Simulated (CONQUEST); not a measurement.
## Re under changes of volume

One of the cells (14.714 Å³/atom); the others are scaled copies at fixed shape and fractional positions:

```
CELL_PARAMETERS angstrom
2.76080 0.00000 0.00000
0.00000 4.45820 0.00000
0.00000 0.00000 4.78185
ATOMIC_POSITIONS crystal
Re 0.00000 0.75000 0.33333
Re 0.50000 0.75000 0.83333
Re 0.00000 0.25000 0.66667
Re 0.50000 0.25000 0.16667
```

| Quantity | Value |
| --- | --- |
| Program | CONQUEST 1.3 |
| Functional | PBEsol |
| Potentials or basis | PseudoDojo NC PBEsol, DZP, grid of 32 × 48 × 48 points |
| k mesh | 10 × 6 × 6 |
| Occupations | fermi-dirac, width 0.05 eV |
| Spin | no spin polarisation |

```csv
volume (Å³/atom),energy over the lowest point (meV/atom),pressure (GPa),largest force (eV/Å)
13.831,75.44,28.7,0.001
14.125,?,?,?
14.420,8.01,8.7,0.007
14.714,0.00,0.4,0.010
15.008,6.45,-7.3,0.014
15.303,25.90,-13.9,0.012
15.597,56.87,-19.8,0.007
```

**Question.** What does the run at 14.125 Å³/atom give?

**Answer.** Energy over the lowest point 32.53 meV/atom; pressure 18.3 GPa; largest force 0.003 eV/Å.

Worked out: A Birch-Murnaghan fit of order 3 (a polynomial in V^(-2/3)) to the other rows has its minimum at 14.72 Å³/atom with B0 = V·E''(V) = 395 GPa and B' = 4.9 at fixed shape and positions, which overstates the stiffness. It gives 32.56 meV/atom at 14.125 Å³/atom, against the run's 32.53, and -dE/dV = 18.2 GPa, against 18.3.

Energies are extrapolated to zero smearing.

Caveats: the basis of atomic orbitals isn't converged, which shifts pressures, moduli and gaps.
